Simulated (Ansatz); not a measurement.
# InP: zone-centre modes at 15 GPa

All numbers below come from DFT PBE, scalar-relativistic, plane waves, PAW in Ansatz. Settings: 420 eV plane-wave cutoff, Γ-centred 14×14×14 mesh, Fermi-Dirac smearing of 0.15 eV. No spin polarisation. Phonons by linear response, acoustic sum rule imposed.

The cell, relaxed at 15 GPa:
```xyz
2
Lattice="0.0000 2.6412 2.6412 2.6412 0.0000 2.6412 2.6412 2.6412 0.0000" Properties=species:S:1:pos:R:3 pbc="T T T"
In    0.0000    0.0000    0.0000
P     2.6412    2.6412    2.6412
```

In a metal, frequencies and elastic constants depend on the k mesh and the smearing, soft modes and shear constants most. Other phases may be more stable at this pressure.

Optical modes at Γ; i marks an imaginary frequency:
```csv
frequency (cm⁻¹),degeneracy
233,3
```

All 3 optical modes at Γ are real: no displacement of atoms at fixed cell lowers the energy to second order. Strains and modes at other wave vectors aren't tested by this run.

This rock-salt form isn't the usual stable structure of the compound at low pressure.

Cost: 1 run of about 0.41 core-minutes, on Intel Xeon Platinum 8488C (Sapphire Rapids) (shared hosts).